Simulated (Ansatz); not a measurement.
⁸⁷Sr NMR of the central transition in SrTiO3

Cell: a COD entry, its atoms then relaxed with PBE in this cell.

```
Sr Ti O
1.0
    -2.75550    2.75550    3.89800
     2.75550   -2.75550    3.89800
     2.75550    2.75550   -3.89800
Sr Ti O
2 2 6
Direct
  0.75000 0.25000 0.50000
  0.25000 0.75000 0.50000
  0.00000 0.00000 0.00000
  0.50000 0.50000 0.00000
  0.25000 0.25000 0.00000
  0.75000 0.75000 0.00000
  0.72832 0.22832 0.95665
  0.22832 0.27168 0.50000
  0.27168 0.77168 0.04335
  0.77168 0.72832 0.50000
```

Sites (sets of like atoms) are named by element and the number of their first atom in this list.

Computed with Ansatz: DFT, r2SCAN, plane waves and PAW, scalar-relativistic, 500 eV cutoff, Γ-centred 8×8×8 k-points, Fermi–Dirac smearing 0.02 eV.

⁸⁷Sr has I = 9/2 and Q = 305.0 mb (Pyykkö 2018); at 28.2 T its Larmor frequency is ν₀ = 52.2 MHz. Only the quadrupole interaction is simulated: positions count from each site's isotropic chemical shift, and J coupling is left out, as are shift anisotropy and dipolar coupling, which fast spinning averages.

Question: What does the ⁸⁷Sr spectrum (fast magic-angle spinning) show for each site?

Answer: 

| site | first shell | C_Q (MHz) | η | P_Q (MHz) | δ_QIS (ppm) | breadth (kHz) |
| --- | --- | --- | --- | --- | --- | --- |
| Sr | 12 O at 2.64–2.88 Å | -11.0 | 0.00 | 11.0 | -61.1 | 6.84 |

δ_QIS = −(ν_Q²/30ν₀²)[I(I+1) − 3/4](1 + η²/3) × 10⁶ ppm with ν_Q = 3|C_Q|/[2I(2I−1)]; it falls as 1/B₀² in ppm, and the breadth as 1/B₀ in kHz.

An axis of threefold or higher order runs through Sr, so V_zz lies along it and η is zero.

Without spin–orbit coupling (the program notes it for Sr) the gradients are little affected as a rule: paired runs on crystals with a gap mostly move them by under 2 % at such atoms.
